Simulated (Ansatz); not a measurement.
# NaBr in the rock salt structure (space group Fm-3m, No. 225)

```xyz
2
Lattice="0.0000 3.0180 3.0180 3.0180 0.0000 3.0180 3.0180 3.0180 0.0000" Properties=species:S:1:pos:R:3 pbc="T T T"
Br     0.0000     0.0000     0.0000
Na     3.0180     3.0180     3.0180
```

Computed with PBE/PAW in Ansatz (a first-principles code), no spin-orbit coupling. Γ-centred 10×10×10 mesh, Fermi–Dirac width 0.05 eV.

| Item | Result |
|---|---|
| Volume per atom | 27.49 Å³ |
| Density | 3.11 g/cm³ |
| Band gap | 4.07 eV, direct at Γ |
| Electron mass | 0.32 mₑ |
| Hole mass (degenerate bands, along [100]) | 0.50, 2.3, 2.3 mₑ |
| Lowest conduction-band minima above the VBM | Γ 4.07 eV |
| Total energy | -2136.382 eV/atom (σ→0; compares only within this code and set-up) |

Effective masses come from finite differences of ±0.01 Å⁻¹. Stability against distortions was not tested.
